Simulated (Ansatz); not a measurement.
Free-standing chains of the atoms of CdSe, named by their start (strip: triangular double chain, ladder: square double chain); atoms and period are relaxed, and energies count from relaxed bulk CdSe (F-43m, not its usual structure, 29.75 Å³/atom, gap on the mesh 0.49 eV).

Method: DFT PBE, scalar-relativistic, plane waves, PAW (Ansatz 0.2.0).

Plane waves to 420 eV, a k mesh through Γ of 1×1×25 on the computed 2-atom cell and Gaussian smearing (0.05 eV); collinear spin from starting moments 0.5 0.5 μB.

Start (strip chain):

```yaml
crystal:
  lattice:
    - [11.20000, 0.00000, 0.00000]
    - [0.00000, 9.30000, 0.00000]
    - [0.00000, 0.00000, 2.55987]
  atoms:
    - { symbol: Cd, position: [0.40297, 0.50000, 0.00000] }
    - { symbol: Se, position: [0.59703, 0.50000, 0.50000] }
```

Task: Relax it.

Result: The free energy falls by 252 meV/atom.

```
excess energy (eV per host atom) : 0.964
period (Å)                       : 2.670
gap on the mesh (eV)             : 0
size of the moment (μB per cell) : 0.00
```

Relaxed structure:
```xyz
2
Lattice="11.2000 0.0000 0.0000 0.0000 9.3000 0.0000 0.0000 0.0000 2.6703" Properties=species:S:1:pos:R:3 pbc="T T T"
Cd    4.3043    4.6500    0.0000
Se    6.8957    4.6500    1.3351
```

Each run keeps its start's symmetry and one magnetic start, so lower states can exist.

The run took 3.6 min on 2 threads of Arm Neoverse V1, on a shared host, peak memory 0.68 GiB.